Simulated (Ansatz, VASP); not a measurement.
Two plane-wave programs on Cu

```xyz
2
Lattice="0.0000 2.6089 2.6089 2.6089 0.0000 2.6089 2.6089 2.6089 0.0000" Properties=species:S:1:pos:R:3 pbc="T T T"
Cu    0.6522    0.6522    0.6522
Cu    4.5656    4.5656    4.5656
```

Alike in both runs: task single point; functional RPBE; k mesh 11 × 11 × 11; occupations fermi-dirac, width 0.1 eV; no spin polarisation.

|  | VASP | Ansatz |
| --- | --- | --- |
| version | VASP 6.6.1 | Ansatz 0.2.0 |
| potentials or method | VASP PAW PBE potentials, release 64 (Cu) | plane waves (420 eV) with PAW, scalar-relativistic |
| plane-wave cutoff (eV) | 520 | 420 |
| valence electrons in the cell | 22 | 38 |

```tsv
	VASP	Ansatz	Ansatz less VASP
pressure (GPa)	8.3	8.0	-0.32
```

The two sets of potentials don't hold the same shells in valence.

Caveats: the PAW data sets were made with another functional, which shifts forces and pressure a little (VASP).
